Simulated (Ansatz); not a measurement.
# Binding curve of twisted 1T-ZrS2 monolayer on bilayer, 38.21° (63 atoms)

The cell holds 63 atoms: 21 Zr and 42 S. Its edges and angles: a = 9.683 Å, b = 9.683 Å, c = 27.090 Å, α = 90.0°, β = 90.0°, γ = 120.0°. It derives from ZrS2 (1T-ZrS2). The starting structure: 1T-ZrS2 (a = 3.66 Å) under 1T-ZrS2 (a = 3.66 Å), monolayer on bilayer, commensurate cell of 7 unit cells a layer, twist 38.21 deg; facing planes 3.11, 3.22 Å apart; 12 Å of vacuum; layers as built, displaced by a Gaussian of 0.01 Å. Regions: layer 1, 21 atoms (7 Zr and 14 S); layer 2, 21 atoms (7 Zr and 14 S); layer 3, 21 atoms (7 Zr and 14 S). Vacuum lies along c.

Calculated with Ansatz 0.2.0: Kohn-Sham DFT, r2SCAN+D3(BJ), PAW (set soft_2), plane waves; cutoff 500 eV, k-mesh 3×3×1, gaussian smearing of 0.05 eV. The upper part is moved rigidly along the normal by z from its relaxed place. Energies are the whole cell less its two frozen parts, over the face of 81.21 Å².

```
shift z (Å)  interaction energy (meV/Å²)
       -0.3                       -15.52
       +0.0                       -17.72
       +0.3                       -16.59
       +0.8                            ?
       +1.6                       -7.998
       +3.0                       -4.287
```

Task: Fit the universal binding curve to the rows given and interpolate to the withheld row.

**Working.**

The universal binding curve is E(z) = −D (1 + z/l) exp(−z/l), whose curvature at z = 0 is D/l². The depth is D = 17.72 meV/Å². The three points about zero give the curvature [E(+0.3) + E(−0.3) − 2E(0)] / 0.3² = 37.01 meV/Å⁴, so l = √(D / curvature) = 0.692 Å. At z = 0.8 Å, z/l = 1.156.

Prediction at +0.8: -12.02 meV/Å². The run gave -12.85 meV/Å², so the fit is high by 0.82 meV/Å² (6.4 % of the value).

At the last row, z = 3 Å, the curve gives -1.24 against -4.29 meV/Å² computed: the computed tail is longer than the exponential, as the curve was made for metallic and covalent adhesion, while a dispersion term decays as a power of the distance. Among the rows given, the largest miss of the fit is at +3.0, by 3.0 meV/Å² (23 % of the range of the table).

Limits: The parts are rigid, and they also feel their periodic images through the vacuum.

[Long decimals in the printed logs are rounded to 6 places.]

[Logs are printed without paths, hosts, clocks, repeated set-up lines and the standing remarks that a program may print on its own settings, such as how far it seeks lower states.]

[Hosts, paths, dates, database ids (printed as entryN), source tags and the programs' standing remarks are cut or masked in the printed files.]
